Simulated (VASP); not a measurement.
# Sc (P6_3/mmc) in VASP: further runs, part 3 of 3

VASP 6.6.1.

### Step 5. Electric field gradients, PBEsol

INCAR reads:

```
PREC = Accurate
ENCUT = 600
EDIFF = 1E-7
ISMEAR = -1
SIGMA = 0.05
LREAL = False
LASPH = True
NELM = 100
ALGO = Normal
ISIF = 2
LWAVE = False
LCHARG = False
GGA = PS
LEFG = True
```

KPOINTS reads:

```
Automatic mesh
0
Gamma
  11 11 6
```

POSCAR reads:

```
Sc
1.0
    3.3090000000      0.0000000000      0.0000000000
   -1.6545000000      2.8656780611      0.0000000000
    0.0000000000      0.0000000000      5.2733000000
Sc
2
Direct
    0.3333333333      0.6666666667      0.2500000000
    0.6666666667      0.3333333333      0.7500000000
```

Potentials or basis: VASP PAW PBE potentials, release 64 (Sc_sv).

On the command line:

```console
$ cat potpaw_PBE.64/Sc_sv/POTCAR > POTCAR
$ mpirun -np 1 vasp_std > vasp.out
```

OUTCAR:

```text
PREC = Accurate
   ENCUT = 600
   EDIFF = 1E-7
   ISMEAR = -1
   LREAL = False
   LASPH = True
   NELM = 100
   ISIF = 2
   GGA = PS

 ion  position               nearest neighbor table
   1  0.333  0.667  0.250-   2 3.26   2 3.26   2 3.26   2 3.26   2 3.26   2 3.26
   2  0.667  0.333  0.750-   1 3.26   1 3.26   1 3.26   1 3.26   1 3.26   1 3.26

  LATTYP: Found a hexagonal cell.
 ALAT       =     3.3090000000
 C/A-ratio  =     1.5936234512

  Lattice vectors:

 A1 = (   3.3090000000,   0.0000000000,   0.0000000000)
 A2 = (  -1.6545000000,   2.8656780611,   0.0000000000)
 A3 = (   0.0000000000,   0.0000000000,   5.2733000000)

Analysis of symmetry for initial positions (statically):
=====================================================================
 Subroutine PRICEL returns:
 Original cell was already a primitive cell.

 Routine SETGRP: Setting up the symmetry group for a
 hexagonal supercell.

 Subroutine GETGRP returns: Found 24 space group operations
 (whereof 12 operations were pure point group operations)
 out of a pool of 24 trial point group operations.

The static configuration has the point symmetry D_3d.
 The point group associated with its full space group is D_6h.

Analysis of symmetry for dynamics (positions and initial velocities):
=====================================================================
 Subroutine PRICEL returns:
 Original cell was already a primitive cell.

 Routine SETGRP: Setting up the symmetry group for a
 hexagonal supercell.

 Subroutine GETGRP returns: Found 24 space group operations
[... 580 lines left out ...]
      5     -24.4102      2.00000
      6     -24.3531      2.00000
      7     -24.2955      2.00000
      8     -24.2811      2.00000
      9      -0.2709      2.00000
     10       2.4079      2.00000
     11       3.3386      1.92106
     12       4.0280      0.00005
     13       4.9063      0.00000
     14       5.0411      0.00000
     15       5.3580      0.00000

 [... further k-points ...]

------------------------ aborting loop because EDIFF is reached ----------------------------------------

  FORCE on cell =-STRESS in cart. coord.  units (eV):
  Direction    XX          YY          ZZ          XY          YZ          ZX
  --------------------------------------------------------------------------------------
  -------------------------------------------------------------------------------------
  Total       -0.6937949     -0.6937949     -1.2290373     -0.0000000      0.0000000      0.0000000
  in kB      -22.2297721    -22.2297721    -39.3793901     -0.0000000      0.0000000      0.0000000
  external PRESSURE =     -27.9463115 kB  Pullay stress =       0.0000000 kB

 VOLUME and BASIS-vectors are now :
 -----------------------------------------------------------------------------
  energy-cutoff  :      600.00
  volume of cell :       50.00
      direct lattice vectors                 reciprocal lattice vectors
     3.309000000  0.000000000  0.000000000     0.302206105  0.174478776  0.000000000
    -1.654500000  2.865678061  0.000000000     0.000000000  0.348957552  0.000000000
     0.000000000  0.000000000  5.273300000     0.000000000  0.000000000  0.189634574

 POSITION                                       TOTAL-FORCE (eV/Angst)
 -----------------------------------------------------------------------------------
     -0.00000      1.91045      1.31832         0.000000     -0.000000      0.000000
      1.65450      0.95523      3.95498        -0.000000      0.000000      0.000000
 -----------------------------------------------------------------------------------
    total drift:                               -0.000000      0.000000     -0.000000

  FREE ENERGIE OF THE ION-ELECTRON SYSTEM (eV)
  ---------------------------------------------------
  free  energy   TOTEN  =       -13.1997227851 eV

  energy  without entropy=      -13.1649320678  energy(sigma->0) =      -13.18232743

 Electric field gradients (V/A^2)
---------------------------------------------------------------------
 ion       V_xx      V_yy      V_zz      V_xy      V_xz      V_yz
---------------------------------------------------------------------
   1      -4.830    -4.830     9.660     0.000     0.000    -0.000
   2      -4.830    -4.830     9.660     0.000    -0.000     0.000
---------------------------------------------------------------------

 Electric field gradients after diagonalization (V/A^2)
 (convention: |V_zz| > |V_xx| > |V_yy|)
----------------------------------------------------------------------
 ion       V_xx      V_yy      V_zz     asymmetry (V_yy - V_xx)/ V_zz
----------------------------------------------------------------------
   1      -4.831    -4.830     9.660       0.000
   2      -4.831    -4.830     9.660       0.000
----------------------------------------------------------------------

           NMR quadrupolar parameters

 Cq : quadrupolar parameter    Cq=e*Q*V_zz/h
 eta: asymmetry parameters     (V_yy - V_xx)/ V_zz
 Q  : nuclear electric quadrupole moment in mb (millibarn)
----------------------------------------------------------------------
 ion       Cq(MHz)       eta       Q (mb)
----------------------------------------------------------------------
   1       0.023       0.000       1.000
   2       0.023       0.000       1.000
----------------------------------------------------------------------
```

OSZICAR:

```text
N       E                     dE             d eps       ncg     rms          rms(c)
DAV:   1     0.410195572526E+03    0.41020E+03   -0.11725E+04  1920   0.173E+03
DAV:   2     0.118862460492E+02   -0.39831E+03   -0.39295E+03  2660   0.648E+02
DAV:   3    -0.144018635360E+02   -0.26288E+02   -0.25824E+02  3259   0.199E+02
DAV:   4    -0.147913545547E+02   -0.38949E+00   -0.38588E+00  3009   0.238E+01
DAV:   5    -0.147982563962E+02   -0.69018E-02   -0.67736E-02  3216   0.300E+00    0.783E+00
DAV:   6    -0.133901047637E+02    0.14082E+01   -0.32736E+00  2417   0.234E+01    0.229E+00
DAV:   7    -0.132131335847E+02    0.17697E+00   -0.79414E-01  2487   0.104E+01    0.876E-01
DAV:   8    -0.132018172503E+02    0.11316E-01   -0.37304E-02  2662   0.290E+00    0.282E-01
DAV:   9    -0.131997023003E+02    0.21149E-02   -0.11802E-02  2508   0.130E+00    0.207E-02
DAV:  10    -0.131997234289E+02   -0.21129E-04   -0.14562E-04  3136   0.198E-01    0.860E-03
DAV:  11    -0.131997216485E+02    0.17804E-05   -0.50503E-06  2970   0.268E-02    0.282E-03
DAV:  12    -0.131997230251E+02   -0.13766E-05   -0.10382E-06  2250   0.108E-02    0.970E-04
DAV:  13    -0.131997228163E+02    0.20880E-06   -0.33797E-08  1513   0.320E-03    0.971E-05
DAV:  14    -0.131997227851E+02    0.31180E-07   -0.89692E-09  1261   0.252E-03
   1 F= -.13199723E+02 E0= -.13182327E+02  d E =-.347907E-01
```

Wall time 26 s (1 thread of Intel Xeon 6975P-C (Granite Rapids), shared host); peak memory 0.2 GiB.

Results:

| Property | Result |
| --- | --- |
| Free energy | -13.1997 eV |
| Pressure | -2.8 GPa |
| Band gap on the k mesh | none (metal or under the smearing width) |

Levels at points of the mesh, in eV from the Fermi level:
```
           k point  band 7  band 8  band 9  band 10  band 11  band 12  band 13  band 14  band 15
(0.00, 0.00, 0.00)  -27.76  -27.74   -5.12    -1.67     0.43     1.59     1.59     1.70     1.99
(0.00, 0.00, 0.50)  -27.79  -27.79   -3.63    -3.63     0.88     0.88     1.53     1.53     1.53
```

Electric field gradients, principal values (V/Å²):
| atom | Vxx | Vyy | Vzz |
| --- | --- | --- | --- |
| 1 Sc | -4.830 | -4.831 | 9.660 |
| 2 Sc | -4.830 | -4.831 | 9.660 |

Caveat: the PAW data sets were made with another functional, which shifts forces and pressure a little.

### Step 6. Summary

```csv
k mesh,cutoff (eV),gap on the mesh (eV),pressure (GPa)
16 × 16 × 9,520,none,-2.8
11 × 11 × 6,700,none,-2.8
11 × 11 × 6,500,none,-2.9
11 × 11 × 6,600,none,-2.8
```

Alike in all rows: task electric field gradients; level PBEsol; potentials or basis VASP PAW PBE potentials, release 64 (Sc_sv); no spin polarisation; cell as given; smearing fermi-dirac 0.05 eV.

Every run on the cell as given and a fine mesh finds a metal.

Caveats: the PAW data sets were made with another functional, which shifts forces and pressure a little.

Absolute energies hang on the potentials; compare differences alone.
